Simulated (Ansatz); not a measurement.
Crystal: As.

```xyz
4
Lattice="1.8250 -5.5000 0.0000 1.8250 5.5000 0.0000 0.0000 0.0000 4.4700" Properties=species:S:1:pos:R:3 pbc="T T T"
As    1.8250    1.2100    2.5032
As    1.8250   -4.2900    4.2018
As    1.8250   -1.2100    1.9668
As    1.8250    4.2900    0.2682
```

This isn't the form of As at room conditions, which is rhombohedral.

| Item | Value |
| --- | --- |
| Program | Ansatz 0.2.0 |
| Task | single point |
| Functional | PBEsol |
| Potentials or basis | all-electron LAPW, scalar-relativistic |
| Cutoff | 299 eV (chosen from the basis error) |
| Basis error allowed | 0.001 eV/atom |
| k mesh | 8 × 8 × 6 |
| Occupations | fermi-dirac, width 0.05 eV |
| Spin | no spin polarisation |

On this cell: pressure -0.3 GPa; largest force 0.113 eV/Å; band gap on the k mesh 0.02 eV, indirect (least direct gap 0.09 eV).

The same run follows on a disturbed copy (atoms moved at random, drawn with an rms of 0.05 Å):

```
As
1.0
     1.82500   -5.50000    0.00000
     1.82500    5.50000    0.00000
     0.00000    0.00000    4.47000
As
4
Direct
  0.37537 0.60335 0.55866
  0.88654 0.10528 0.93966
  0.61829 0.39250 0.43957
  0.11427 0.89248 0.05694
```

Problem. What changes?

Solution. The energy moves by +4.9 meV/atom; pressure -1.2 GPa; largest force 0.448 eV/Å; band gap on the k mesh none (metal or under the smearing width).

Forces in eV/Å, atoms in the order of the input:
```
As   0.188 -0.387  0.128
As  -0.097  0.073 -0.098
As  -0.086  0.389 -0.195
As  -0.004 -0.075  0.164
```

Stress tensor (GPa, compression positive):
```
 0.10  0.45 -0.47
 0.45 -1.90  0.13
-0.47  0.13 -1.86
```
